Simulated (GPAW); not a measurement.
Runs of GPAW 26.7.0 on MgO2. Symmetry: Pa-3, No. 205, cubic system. Conventional cell: a = 4.829 Å, b = 4.829 Å, c = 4.829 Å, α = 90.00°, β = 90.00°, γ = 90.00°. Around Mg (site symmetry -3) lie 6 O at 2.07 Å. Around O (site symmetry 3) lie 1 O at 1.50 Å. The cell is a database's computed one.

| level | gap on the mesh (eV) | pressure (GPa) | relaxed volume (Å³/atom) | largest force (eV/Å) |
| --- | --- | --- | --- | --- |
| PBEsol+D3(BJ) | 4.04 | 0.0 | 9.30 | 0.01 |
| PBEsol+D3 | 4.00 | 0.1 | 9.38 | 0.01 |
| PBEsol | 3.97 | 0.0 | 9.48 | - |
| PBEsol+D4 | 4.00 | 0.1 | 9.38 | 0.01 |
| PBEsol+D3(BJ)+ATM | (a) | -0.1 | (b) | 0.02 |

Alike in all rows: task relaxation of cell and atoms; potentials or basis PAW data sets generated in the run's folder for this functional, pw; no spin polarisation; cell relaxed; k mesh 4 × 4 × 4; cutoff (eV) 800; smearing fermi-dirac 0.05 eV.

**Question.** Fill in the values left out.

**Answer.** (a) 4.02; (b) 9.33.

Caveats: later steps reuse the first step's grids.

A k mesh can miss the band edges.
